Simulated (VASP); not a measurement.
# InSb (F-43m) in VASP: further runs, part 2 of 2

VASP 6.6.1. Earlier steps stand in the parts before.

**3. Single point, PBE**

INCAR

```
SYSTEM = InSb
ALGO = Normal ; EDIFF = 1E-7
ENCUT = 520 ; GGA = PE
ISIF = 2 ; ISMEAR = 0
LASPH = .TRUE. ; LCHARG = .FALSE.
LREAL = .FALSE. ; LWAVE = .FALSE.
NBANDS = 16 ; NELM = 80
PREC = Accurate ; SIGMA = 0.02
```

KPOINTS

```
k-points
0
G
  4 4 4
  0 0 0
```

POSCAR

```
InSb
1.0
    0.0000000000      3.2391000000      3.2391000000
    3.2391000000      0.0000000000      3.2391000000
    3.2391000000      3.2391000000      0.0000000000
In Sb
1 1
Direct
    0.0000000000      0.0000000000      0.0000000000
    0.2500000000      0.2500000000      0.2500000000
```

Potentials or basis: VASP PAW PBE potentials, release 64 (In_d, Sb).

Launch:

```
> cat potpaw_PBE.64/In_d/POTCAR potpaw_PBE.64/Sb/POTCAR > POTCAR
> mpirun -np 1 vasp_std > vasp.out
```

It took 6.7 s on 1 thread of Intel Xeon 6975P-C (Granite Rapids), shared host; peak memory 0.2 GiB.

Results (log left out):

```
Free energy            : -6.7550 eV
Pressure               : 3.7 GPa
Band gap on the k mesh : none (metal or under the smearing width)
```

Levels at points of the mesh, in eV from the Fermi level:
| k point | band 6 | band 7 | band 8 | band 9 | band 10 | band 11 | band 12 | band 13 |
| --- | --- | --- | --- | --- | --- | --- | --- | --- |
| (0.00, 0.00, 0.00) | -10.73 | -0.20 | -0.01 | -0.01 | -0.01 | 2.93 | 2.93 | 2.93 |
| (0.50, 0.00, 0.00) | -9.35 | -5.64 | -1.02 | -1.02 | 0.52 | 3.79 | 3.79 | 6.08 |
| (0.50, 0.50, 0.00) | -8.74 | -5.94 | -2.28 | -2.28 | 1.31 | 1.32 | 8.14 | 8.14 |

Caveat: the k mesh is coarse (spacing up to 0.42 Å⁻¹), so the values aren't converged; this crystal is a semiconductor, whose small gap the functional closes, so the metal is an error of the method. Spin-orbit coupling is left out, which matters for the levels of Sb.

**4. Single point, PBE**

INCAR is that of step 3.

KPOINTS

```
k-points
0
G
  6 6 6
  0 0 0
```

POSCAR is that of step 3.

Launch:

```
> cat potpaw_PBE.64/In_d/POTCAR potpaw_PBE.64/Sb/POTCAR > POTCAR
> mpirun -np 1 vasp_std > vasp.out
```

Run time: 10 s. Hardware: 1 thread of Intel Xeon 6975P-C (Granite Rapids), shared host; peak memory 0.21 GiB.

It converged, with:

```yaml
Free_energy: -6.8838 eV
Pressure: 3.2 GPa
Band_gap_on_the_k_mesh: none (metal or under the smearing width)
```

Levels at points of the mesh, in eV from the Fermi level:
```csv
k point,band 6,band 7,band 8,band 9,band 10,band 11,band 12,band 13
"(0.00, 0.00, 0.00)",-10.73,-0.19,-0.01,-0.01,-0.01,2.95,2.95,2.95
"(0.50, 0.00, 0.00)",-9.36,-5.63,-1.01,-1.01,0.53,3.80,3.80,6.09
"(0.50, 0.50, 0.00)",-8.75,-5.93,-2.27,-2.27,1.32,1.34,8.15,8.15
```

Caveat: this crystal is a semiconductor, whose small gap the functional closes, so the metal is an error of the method. The run has no spin-orbit coupling, so splittings on Sb are missing.

**5. Single point, PBE**

INCAR is that of step 4.

KPOINTS

```
k-points
0
G
  8 8 8
  0 0 0
```

POSCAR is that of step 4.

Potentials or basis: VASP PAW PBE potentials, release 64 (In_d, Sb).

Launch:

```
> cat potpaw_PBE.64/In_d/POTCAR potpaw_PBE.64/Sb/POTCAR > POTCAR
> mpirun -np 1 vasp_std > vasp.out
```

OUTCAR:

```text
SYSTEM = InSb
   EDIFF = 1E-7
   ENCUT = 520
   GGA = PE
   ISIF = 2
   ISMEAR = 0
   LASPH = .TRUE.
   LREAL = .FALSE.
   NELM = 80
   PREC = Accurate

 ion  position               nearest neighbor table
   1  0.000  0.000  0.000-   2 2.81   2 2.81   2 2.81   2 2.81
   2  0.250  0.250  0.250-   1 2.81   1 2.81   1 2.81   1 2.81

  LATTYP: Found a face centered cubic cell.
 ALAT       =     6.4782000000

  Lattice vectors:

 A1 = (   0.0000000000,   3.2391000000,   3.2391000000)
[... 643 lines left out ...]

------------------------ aborting loop because EDIFF is reached ----------------------------------------

  FORCE on cell =-STRESS in cart. coord.  units (eV):
  Direction    XX          YY          ZZ          XY          YZ          ZX
  --------------------------------------------------------------------------------------
  -------------------------------------------------------------------------------------
  Total        1.3306222      1.3306222      1.3306222     -0.0000000      0.0000000      0.0000000
  in kB       31.3662278     31.3662278     31.3662278     -0.0000000      0.0000000      0.0000000
  external PRESSURE =      31.3662278 kB  Pullay stress =       0.0000000 kB

 VOLUME and BASIS-vectors are now :
 -----------------------------------------------------------------------------
  energy-cutoff  :      520.00
  volume of cell :       67.97
      direct lattice vectors                 reciprocal lattice vectors
     0.000000000  3.239100000  3.239100000    -0.154363867  0.154363867  0.154363867
     3.239100000  0.000000000  3.239100000     0.154363867 -0.154363867  0.154363867
     3.239100000  3.239100000  0.000000000     0.154363867  0.154363867 -0.154363867

 POSITION                                       TOTAL-FORCE (eV/Angst)
 -----------------------------------------------------------------------------------
      0.00000      0.00000      0.00000        -0.000000      0.000000      0.000000
      1.61955      1.61955      1.61955         0.000000     -0.000000     -0.000000
 -----------------------------------------------------------------------------------
    total drift:                               -0.000000     -0.000000     -0.000000

  FREE ENERGIE OF THE ION-ELECTRON SYSTEM (eV)
  ---------------------------------------------------
  free  energy   TOTEN  =        -6.9019766237 eV

  energy  without entropy=       -6.9019163650  energy(sigma->0) =       -6.90194649
```

OSZICAR:

```text
N       E                     dE             d eps       ncg     rms          rms(c)
DAV:   1     0.116704943477E+03    0.11670E+03   -0.79135E+03   928   0.114E+03
DAV:   2     0.589583246388E+00   -0.11612E+03   -0.11246E+03  1120   0.290E+02
DAV:   3    -0.679613884667E+01   -0.73857E+01   -0.73649E+01  1128   0.753E+01
DAV:   4    -0.700319597901E+01   -0.20706E+00   -0.20702E+00  1256   0.143E+01
DAV:   5    -0.701283785136E+01   -0.96419E-02   -0.96417E-02  1320   0.251E+00    0.418E+00
DAV:   6    -0.691425066996E+01    0.98587E-01   -0.15306E-01  1384   0.600E+00    0.243E+00
DAV:   7    -0.690022906277E+01    0.14022E-01   -0.69906E-02  1224   0.246E+00    0.625E-01
DAV:   8    -0.690123435230E+01   -0.10053E-02   -0.77035E-03  1192   0.101E+00    0.261E-01
DAV:   9    -0.690189118093E+01   -0.65683E-03   -0.96864E-04  1088   0.258E-01    0.777E-02
DAV:  10    -0.690193334086E+01   -0.42160E-04   -0.50886E-05  1344   0.497E-02    0.404E-02
DAV:  11    -0.690197488365E+01   -0.41543E-04   -0.75795E-05  1024   0.576E-02    0.256E-02
DAV:  12    -0.690197641566E+01   -0.15320E-05   -0.13498E-06  1152   0.773E-03    0.673E-03
DAV:  13    -0.690197676642E+01   -0.35076E-06   -0.13700E-06  1048   0.784E-03    0.362E-03
DAV:  14    -0.690197660071E+01    0.16572E-06   -0.39669E-08  1072   0.116E-03    0.119E-03
DAV:  15    -0.690197662372E+01   -0.23017E-07   -0.13460E-08   688   0.911E-04
   1 F= -.69019766E+01 E0= -.69019465E+01  d E =-.602587E-04
```

It took 16 s on 1 thread of Intel Xeon 6975P-C (Granite Rapids), shared host; peak memory 0.21 GiB.

What came out:

| Quantity | Value |
| --- | --- |
| Free energy | -6.9020 eV |
| Pressure | 3.1 GPa |
| Band gap on the k mesh | none (metal or under the smearing width) |

Caveat: this crystal is a semiconductor, whose small gap the functional closes, so the metal is an error of the method. Spin-orbit coupling is left out, which matters for the levels of Sb.

**6. Summary**

```tsv
k mesh	mesh quality	gap on the mesh (eV)	pressure (GPa)
4 × 4 × 4	coarse	none	3.7
6 × 6 × 6	not flagged	none	3.2
8 × 8 × 8	not flagged	none	3.1
```

Alike in all rows: task single point; level PBE; potentials or basis VASP PAW PBE potentials, release 64 (In_d, Sb); no spin polarisation; cell as given; cutoff (eV) 520; smearing gaussian 0.02 eV.

Caveats: some runs use coarse meshes; this crystal is a semiconductor, whose small gap the functional closes, so the metal is an error of the method.

Absolute energies hang on the potentials; compare differences alone.

**7. Comparison with measurements**

Step 4. Against the measured gap of InSb, 0.24 eV (quoted in “Electronic Structure and Epitaxy of CdTe Shells on InSb Nanowires”, 2021, arxiv:2111.05126), the calculated 0.00 eV is off by -0.24 eV. Spin-orbit coupling on In, Sb is left out. The value is that of PBE on a finite k mesh, which can miss the band edges, without temperature or zero-point motion. Semilocal functionals fall short of measured gaps as a rule.

Step 5. A measured gap of InSb is 0.24 eV (quoted in “Electronic Structure and Epitaxy of CdTe Shells on InSb Nanowires”, 2021, arxiv:2111.05126); the calculated 0.00 eV misses it by -0.24 eV. Spin-orbit coupling on In, Sb is left out. The value is that of PBE on a finite k mesh, which can miss the band edges, without temperature or zero-point motion. Semilocal functionals fall short of measured gaps as a rule.
